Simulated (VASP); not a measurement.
Here is a VASP 6.6.1 calculation.

File INCAR:

```
ALGO = Normal
EDIFF = 1E-6
EDIFFG = -0.01
ENCUT = 600
IBRION = 2
ISIF = 3
ISMEAR = 0
KPAR = 2
LASPH = T
LCHARG = F
LREAL = F
LWAVE = F
NELM = 80
NSW = 90
PREC = Accurate
SIGMA = 0.03
```

KPOINTS

```
k-points
0
Gamma
  4 8 6
```

File POSCAR:

```
SnS
1.0
   11.2000000000      0.0000000000      0.0000000000
    0.0000000000      3.9870000000      0.0000000000
    0.0000000000      0.0000000000      4.3340000000
Sn S
4 4
Direct
    0.1194000000      0.2500000000      0.1198000000
    0.3806000000      0.7500000000      0.6198000000
    0.6194000000      0.2500000000      0.3802000000
    0.8806000000      0.7500000000      0.8802000000
    0.8508000000      0.2500000000      0.4793000000
    0.6492000000      0.7500000000      0.9793000000
    0.3508000000      0.2500000000      0.0207000000
    0.1492000000      0.7500000000      0.5207000000
```

Potentials or basis: VASP PAW LDA potentials, release 64 (Sn_d, S).

Run with:

```sh
$ cat potpaw_LDA.64/Sn_d/POTCAR potpaw_LDA.64/S/POTCAR > POTCAR
$ mpirun -np 2 vasp_std > vasp.out
```

(1) Estimate the band gap on the k mesh.

(2) Predict the relaxed volume.

(3) Estimate the relaxed cell.

Answers

(1) 0.65 eV, indirect (least direct gap 1.04 eV).

(2) 22.72 Å³/atom.

(3) a = 10.960 Å, b = 3.949 Å, c = 4.199 Å, α = 90.00°, β = 90.00°, γ = 90.00°.

Caveat: spin-orbit coupling is left out, which moves the levels of the heavy elements.
